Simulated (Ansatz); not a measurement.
## Field gradients at the nuclei in SiO2

The cell is a structure deposited in the COD, its atoms then relaxed with PBE in this cell.

Space group P2_13 (No. 198); a = 7.1600 Å.

```
site  Wyckoff  site symmetry       x       y       z
 Si1       4a            .3.  0.2807  0.2807  0.2807
 Si5       4a            .3.  0.0206  0.0206  0.0206
  O9       4a            .3.  0.1505  0.1505  0.1505
 O13      12b              1  0.6398  0.6616  0.0434
```

One atom of each set is listed.

The numbers come from a DFT calculation in Ansatz (r2SCAN, plane waves and PAW (field gradients read without the response of the frozen cores, which leaves them typically 4 to 6 % off), scalar-relativistic, 500 eV cutoff, Γ-centred 4×4×4 k-points, Fermi–Dirac smearing 0.02 eV).

V_zz is the principal component of the electric field gradient with the largest magnitude, η = (V_xx − V_yy)/V_zz and C_Q = eQV_zz/h. ν_Q = 3|C_Q|/[2I(2I − 1)].

O-17: I = 5/2, Q = -25.58 mb. Nuclear quadrupole moments: year-2017 set (Pyykkö).

```csv
site,atoms,first shell,C_Q (MHz),η,ν_Q (MHz)
O9,4,"2 Si at 1.61 Å, angle 180°",-6.73,0.00,1.01
O13,12,"2 Si at 1.62 Å, angle 146°",-6.13,0.18,0.919
```

An axis of threefold or higher order runs through O9, so V_zz lies along it and η is zero. At O13 V_zz runs parallel to the line that joins its two neighbours (within 1°).

Si has no stable isotope with a ground-state quadrupole moment in the table, so these sites are left out.

The largest force is 0.3 eV/Å, so the atoms aren't at the calculated equilibrium and relaxing them would move these values. The database positions were far from equilibrium, so the relaxed structure may not be the compound's real one.
